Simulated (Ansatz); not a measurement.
Method: DFT r2SCAN, scalar-relativistic, plane waves, PAW in Ansatz.

Settings: cutoff 500 eV, Γ-centred mesh 12×12×12 on the computed 3-atom cell, Gaussian smearing of 0.02 eV; no spin polarisation.

```yaml
crystal:
  lattice:
    - [1.68258, 0.97144, 3.66340]
    - [-1.68258, 0.97144, 3.66340]
    - [0.00000, -1.94287, 3.66340]
  atoms:
    - { symbol: Mg, position: [0.00000, 0.00000, 0.00000] }
    - { symbol: O, position: [0.42879, 0.42879, 0.42879] }
    - { symbol: O, position: [0.57121, 0.57121, 0.57121] }
```

(1) Is this geometry at equilibrium? Which atom feels the largest force?

(2) Give all forces and the stress.

## Answers

(1) It isn't. Atom 2 (O) feels (0.00, 0.00, 0.75) eV/Å, 0.748 eV/Å in size, and symmetry-related atoms feel the same size.

(2)
```json
{"atom": "Mg1", "Fx": "0.000", "Fy": "0.000", "Fz": "0.000"}
{"atom": "O2", "Fx": "0.000", "Fy": "0.000", "Fz": "0.748"}
{"atom": "O3", "Fx": "0.000", "Fy": "0.000", "Fz": "-0.748"}
```
Stress (GPa, compression positive):
```
-14.88   0.00   0.00
  0.00 -14.88   0.00
  0.00   0.00 -24.96
```